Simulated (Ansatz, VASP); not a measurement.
Two plane-wave programs on SnSe2

POSCAR

```
SnSe2
1.0
    3.8251638408      0.0000000000      0.0000000000
   -1.9125819204      3.3126890598      0.0000000000
    0.0000000000      0.0000000000      6.2270561224
Sn Se
1 2
Direct
    0.0000000000      0.0000000000      0.0000000000
    0.3333333333      0.6666666667      0.2530760438
    0.6666666667      0.3333333333      0.7469239562
```

Contents of INCAR.step1:

```
ALGO = Normal
EDIFF = 1E-4
ENCUT = 520
GGA = PE
ISMEAR = 0
LASPH = T
LCHARG = F
LREAL = F
LWAVE = T
NBANDS = 20
NELM = 100
PREC = Accurate
SIGMA = 0.01
```

Contents of INCAR.step2:

```
ALGO = Normal
EDIFF = 1E-6
ENCUT = 520
ISIF = 2
ISMEAR = 0
ISTART = 1
LASPH = T
LCHARG = F
LMIXTAU = T
LREAL = F
LWAVE = F
METAGGA = R2SCAN
NBANDS = 20
NELM = 100
PREC = Accurate
SIGMA = 0.01
```

The input KPOINTS:

```
k-points
0
Gamma
  12 12 4
```

Input for Ansatz:

```yaml
crystal:
  lattice:
    - [3.8251638408, 0.0, 0.0]
    - [-1.9125819204, 3.3126890598, 0.0]
    - [0.0, 0.0, 6.2270561224]
  atoms:
    - { symbol: Sn, position: [0.0, 0.0, 0.0] }
    - { symbol: Se, position: [0.3333333333, 0.6666666667, 0.2530760438] }
    - { symbol: Se, position: [0.6666666667, 0.3333333333, 0.7469239562] }
kpoints:
  mp_grid: { grid: [12, 12, 4] }
  band_path:
    path:
      - [0.0, 0.0, 0.0]
      - [0.5, 0.0, 0.0]
      - [0.3333333333, 0.3333333333, 0.0]
      - [0.0, 0.0, 0.5]
      - [0.5, 0.0, 0.5]
      - [0.3333333333, 0.3333333333, 0.5]
      - [0.0833333333, 0.0833333333, 0.0]
      - [0.5, 0.0, 0.35]
    npoints: 1
hamiltonian:
  xc: r2scan
scf:
  occupations: { method: fixed }
  n_extra_bands: 4
output:
  forces: true
  stress: true
  eigenvalues: true
```

Alike in both runs: task single point; functional r2SCAN; k mesh 12 × 12 × 4; no spin polarisation.

|  | VASP | Ansatz |
| --- | --- | --- |
| version | VASP 6.6.1 | Ansatz 0.2.0 |
| potentials or method | VASP PAW PBE potentials, release 64 (Sn_d, Se) | plane waves, PAW |
| plane-wave cutoff (eV) | 520 | 500 |
| occupations | gaussian, width 0.01 eV | fixed |
| valence electrons in the cell | 26 | 46 |

|  | VASP | Ansatz | Ansatz less VASP |
| --- | --- | --- | --- |
| gap on the k mesh at the Fermi level (eV) | 1.01 | 1.01 | -0.001 |
| pressure (GPa) | 1.0 | 0.9 | -0.05 |
| rms of the force components (eV/Å) | 0.007 | 0.014 | +0.0062 |

Atom by atom the forces differ by 0.006 eV/Å (rms over components). The two sets of potentials don't hold the same shells in valence.

Caveats: the PAW data sets were made with another functional, which shifts forces and pressure a little (VASP); spin-orbit coupling is left out, which moves the levels of the heavy elements. A k mesh can miss the band edges.
